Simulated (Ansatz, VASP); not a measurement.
**Two plane-wave programs on KCl**

```
K Cl
1.0
     0.00000    3.54201    3.54201
     3.54201    0.00000    3.54201
     3.54201    3.54201    0.00000
K Cl
1 1
Direct
  0.00000 0.00000 0.00000
  0.25000 0.25000 0.25000
```

Alike in both runs: task single point; functional r2SCAN; k mesh 6 × 6 × 6; no spin polarisation.

|  | VASP | Ansatz |
| --- | --- | --- |
| version | VASP 6.6.1 | Ansatz 0.2.0 |
| potentials or method | VASP PAW PBE potentials, release 64 (K_sv, Cl) | plane waves, PAW |
| plane-wave cutoff (eV) | 520 | 500 |
| occupations | gaussian, width 0.01 eV | fixed |
| valence electrons in the cell | 16 | 16 |

VASP gave:

```
gap on the k mesh at the Fermi level (eV) : 5.30
pressure (GPa)                            : -0.4
```

Q: Which values does Ansatz return?

A: gap on the k mesh at the Fermi level (eV): 5.30; pressure (GPa): -0.3.

Caveats: the PAW data sets were made with another functional, which shifts forces and pressure a little (VASP). A k mesh can miss the band edges. r2SCAN opens gaps a little over a GGA but as a rule still falls short of measured ones.
